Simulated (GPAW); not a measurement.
CsSnI3:

```
Cs I Sn
1.0
     6.20570    0.00000    0.00000
     0.00000    6.20570    0.00000
     0.00000    0.00000    6.20570
Cs I Sn
1 3 1
Direct
  0.00000 0.00000 0.00000
  0.50000 0.50000 0.00000
  0.50000 0.00000 0.50000
  0.00000 0.50000 0.50000
  0.50000 0.50000 0.50000
```

| Item | Value |
| --- | --- |
| Program | GPAW 26.7.0 |
| Task | relaxation of cell and atoms |
| Functional | PBEsol |
| Dispersion | D3(BJ) |
| Potentials or basis | PAW data sets generated in the run's folder for this functional |
| Cutoff | 600 eV |
| Basis | pw |
| k mesh | 5 × 5 × 5 |
| Occupations | fermi-dirac, width 0.05 eV |
| Spin | no spin polarisation |

At the start: pressure -1.5 GPa; volume 47.80 Å³/atom.

Problem. Where does the relaxation end?

Solution. Over 4 steps the energy falls by 21.2 meV/atom and the volume is 43.72 Å³/atom (-8.5 %); space group Pm-3m (No. 221, to 0.05 Å).

Step by step:
```csv
step,energy change (eV),largest force (eV/Å),pressure (GPa),volume (Å³)
1,0.0000,0.0000,-1.51,238.99
2,-0.0085,0.0000,-1.46,238.07
3,-0.1039,0.0000,0.26,215.64
4,-0.1060,0.0000,-0.03,218.59
```

Final structure:
```
Cs I Sn
1.0
     6.02385    0.00000    0.00000
     0.00000    6.02385    0.00000
     0.00000    0.00000    6.02385
Cs I Sn
1 3 1
Direct
  0.00000 0.00000 0.00000
  0.50000 0.50000 0.00000
  0.50000 0.00000 0.50000
  0.00000 0.50000 0.50000
  0.50000 0.50000 0.50000
```

Caveat: later steps reuse the first step's grids.
